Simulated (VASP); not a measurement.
# Zn: convergence, equation of state

Zn, P6_3/mmc (no. 194), 2 atoms in the cell. PBEsol; PAW potentials Zn (PBE set). VASP 6.6.1.

Wanted: equilibrium volume within 0.2 %; bulk modulus within 1 %.

What the run is for: equation of state; Accuracy asked: standard.

The series start from Plane-wave cutoff (eV): 360; Smearing width (eV): 0.1; k-point mesh: 16 × 16 × 8; Volumes: 5 from 0.92 to 1.08; Precision mode (PREC): Accurate; Electronic threshold (eV): 1e-6; Aspherical gradient terms in the spheres (LASPH): yes; Start of each volume: each volume from scratch. Each series keeps the choices made before it, and each single choice may use up half of a tolerance. Times cover all steps of a run.

## Plane-wave cutoff (eV)

| Plane-wave cutoff (eV) | Equilibrium volume (Å³/atom) | Bulk modulus (GPa) | Time (s) |
|---|---|---|---|
| 220 | 14.23 | 76.84 | 17 |
| 280 | 14.27 | 95.74 | 22 |
| 320 | 14.25 | 95.02 | 24 |
| 360 | 14.25 | 94.15 | 28 |
| 410 | 14.25 | 94.76 | 36 |
| 480 | 14.25 | 94.98 | 39 |
| 580 | 14.25 | 94.77 | 48 |
| 720 (reference) | 14.25 | 94.64 | 56 |

Chosen: 410, the loosest value from which every tighter one stays within half of the tolerance.

## Smearing width (eV)

| Smearing width (eV) | Equilibrium volume (Å³/atom) | Bulk modulus (GPa) | Time (s) |
|---|---|---|---|
| 0.4 | 14.25 | 93.62 | 35 |
| 0.3 | 14.25 | 93.94 | 35 |
| 0.2 | 14.25 | 94.31 | 35 |
| 0.15 | 14.25 | 94.63 | 36 |
| 0.1 | 14.25 | 94.76 | 36 |
| 0.05 (reference) | 14.25 | 95.01 | 35 |

Chosen: 0.15.

## k-point mesh

| k-point mesh | Equilibrium volume (Å³/atom) | Bulk modulus (GPa) | Time (s) |
|---|---|---|---|
| 5 × 5 × 3 | 14.42 | 90.95 | 9.5 |
| 7 × 7 × 3 | 14.22 | 89.63 | 10 |
| 8 × 8 × 4 | 14.33 | 92.18 | 14 |
| 10 × 10 × 5 | 14.27 | 93.76 | 22 |
| 13 × 13 × 6 | 14.26 | 95.24 | 32 |
| 16 × 16 × 8 | 14.25 | 94.63 | 36 |
| 19 × 19 × 9 (reference) | 14.27 | 93.05 | 54 |

Chosen: 19 × 19 × 9; the next looser run is off by more than half of the tolerance, so convergence isn't shown beyond this value.

## Volumes

| Volumes | Equilibrium volume (Å³/atom) | Bulk modulus (GPa) | Time (s) |
|---|---|---|---|
| 5 from 0.88 to 1.12 | 14.26 | 92.55 | 50 |
| 5 from 0.92 to 1.08 | 14.27 | 93.05 | 54 |
| 7 from 0.91 to 1.09 (reference) | 14.27 | 92.71 | 70 |

Chosen: 5 from 0.88 to 1.12.

## Precision mode (PREC)

| Precision mode (PREC) | Equilibrium volume (Å³/atom) | Bulk modulus (GPa) | Time (s) |
|---|---|---|---|
| SingleN | 14.39 | 88.18 | 32 |
| Normal | 14.26 | 93.16 | 32 |
| Accurate (reference) | 14.26 | 92.55 | 50 |

Chosen: Accurate; the one before it in the list is off by more than half of the tolerance.

## Electronic threshold (eV)

| Electronic threshold (eV) | Equilibrium volume (Å³/atom) | Bulk modulus (GPa) | Time (s) |
|---|---|---|---|
| 0.001 | 14.26 | 92.54 | 41 |
| 0.0001 | 14.26 | 92.55 | 41 |
| 1e-5 | 14.26 | 92.55 | 47 |
| 1e-6 | 14.26 | 92.55 | 50 |
| 1e-7 (reference) | 14.26 | 92.55 | 55 |

Chosen: 0.001.

## Aspherical gradient terms in the spheres (LASPH)

| Aspherical gradient terms in the spheres (LASPH) | Equilibrium volume (Å³/atom) | Bulk modulus (GPa) | Time (s) |
|---|---|---|---|
| no | 14.26 | 92.51 | 34 |
| yes (reference) | 14.26 | 92.54 | 41 |

Chosen: no.

## Start of each volume

| Start of each volume | Equilibrium volume (Å³/atom) | Bulk modulus (GPa) | Time (s) |
|---|---|---|---|
| each volume from scratch | 14.26 | 92.51 | 34 |
| orbitals of the volume before (WAVECAR) | 14.26 | 92.73 | 22 |

Chosen: orbitals of the volume before (WAVECAR), the fastest of those that stay within half of the tolerance.

## All choices together

| Input | Equilibrium volume (Å³/atom) | Bulk modulus (GPa) | Time (s) |
|---|---|---|---|
| the program's defaults (naive) | 14.3 | 100.4 | 4.3 |
| chosen settings | 14.26 | 92.73 | 22 |
| reference settings throughout | 14.27 | 92.1 | 117 |

The chosen settings stay within the tolerance of the reference run, but the reference itself isn't shown to be converged in: k-point mesh.

## The input

INCAR:
```
SYSTEM = Zn
GGA = PS
ISMEAR = 1
SIGMA = 0.15
LWAVE = .TRUE.
LCHARG = .FALSE.
ISIF = 2
NSW = 0
PREC = Accurate
LASPH = .FALSE.
LREAL = .FALSE.
ALGO = Normal
EDIFF = 0.001
NELM = 120
GGA_COMPAT = .FALSE.
ENCUT = 410
KPAR = 4
```

KPOINTS:
```
Automatic mesh
0
Gamma
  19 19 9
  0 0 0
```

POSCAR.step1:
```
Zn
1.0
    2.5586182037      0.0000000000      0.0000000000
   -1.2793091018      2.2158283630      0.0000000000
    0.0000000000      0.0000000000      4.7588382020
Zn
2
Direct
    0.6666666667      0.3333333333      0.7500000000
    0.3333333333      0.6666666667      0.2500000000
```

POSCAR.step2:
```
Zn
1.0
    2.6154949103      0.0000000000      0.0000000000
   -1.3077474551      2.2650850358      0.0000000000
    0.0000000000      0.0000000000      4.8646246159
Zn
2
Direct
    0.6666666667      0.3333333333      0.7500000000
    0.3333333333      0.6666666667      0.2500000000
```

POSCAR.step3:
```
Zn
1.0
    2.6700000000      0.0000000000      0.0000000000
   -1.3350000000      2.3122878281      0.0000000000
    0.0000000000      0.0000000000      4.9660000000
Zn
2
Direct
    0.6666666667      0.3333333333      0.7500000000
    0.3333333333      0.6666666667      0.2500000000
```

POSCAR.step4:
```
Zn
1.0
    2.7223662359      0.0000000000      0.0000000000
   -1.3611831179      2.3576383187      0.0000000000
    0.0000000000      0.0000000000      5.0633972761
Zn
2
Direct
    0.6666666667      0.3333333333      0.7500000000
    0.3333333333      0.6666666667      0.2500000000
```

POSCAR.step5:
```
Zn
1.0
    2.7727918504      0.0000000000      0.0000000000
   -1.3863959252      2.4013081818      0.0000000000
    0.0000000000      0.0000000000      5.1571851420
Zn
2
Direct
    0.6666666667      0.3333333333      0.7500000000
    0.3333333333      0.6666666667      0.2500000000
```

Commands (each step's output is kept before the next begins):
```
cat potpaw_PBE.64/Zn/POTCAR > POTCAR
cp POSCAR.step1 POSCAR
mpirun -np 4 vasp_std > vasp.out
cp POSCAR.step2 POSCAR
mpirun -np 4 vasp_std > vasp.out
cp POSCAR.step3 POSCAR
mpirun -np 4 vasp_std > vasp.out
cp POSCAR.step4 POSCAR
mpirun -np 4 vasp_std > vasp.out
cp POSCAR.step5 POSCAR
mpirun -np 4 vasp_std > vasp.out
```

Limits: Every volume keeps the cell's shape and the atoms' fractional positions, so the modulus is that of a clamped cell, stiffer than the relaxed one, above all in layered crystals.

The chosen input took VASP 6.6.1 22 s on 4 cores (Intel Xeon Platinum 8488C (Sapphire Rapids)), a shared host.

## An input that fails: cutoff far too low

It runs to its end, but against the unchanged starting input it is off by 1.3 % in the equilibrium volume, 199 % in the bulk modulus.

Changes against the starting input:
```
(all steps)
- PREC = Accurate
- NELM = 120
- ENCUT = 360
+ PREC = Low
+ NELM = 97
+ ENCUT = 160
```
